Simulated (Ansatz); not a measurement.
The reference is InN in the wurtzite structure (space group P6_3mc, No. 186; a = 3.5369 Å, c = 5.7136 Å). Axes: x lies along a and z along c of the hexagonal cell.

The values are results of DFT with PBEsol, PAW potentials and a 420 eV plane-wave cutoff in Ansatz (a first-principles code), without spin-orbit coupling, not measurements.

For the base:

```
Quantity            Value
---------------  --------
Volume per atom  15.48 Å³
Pressure          0.0 GPa
Band gap             zero
```

One thing is altered: biaxial strain +3.68 %, plane normal [001], relaxed out of plane (Cartesian); in-plane vectors clamped, the third vector and the atoms free.

### Question
What happens to the volume per atom?

### Answer
The volume per atom increases by 0.645 Å³ to 16.12 Å³.

### Question
Predict the new pressure.

### Answer
The pressure (mean of the normal stresses, compression positive) goes from zero to -5.4 GPa.

### Question
How does this affect the band gap?

### Answer
The band gap stays zero.

Stability against distortions was not tested. All final runs are without spin polarisation. Gaps under 0.05 eV, about the width of the smearing, are given as zero. A zero or small gap of InN can be the functional's error rather than a property of the material.
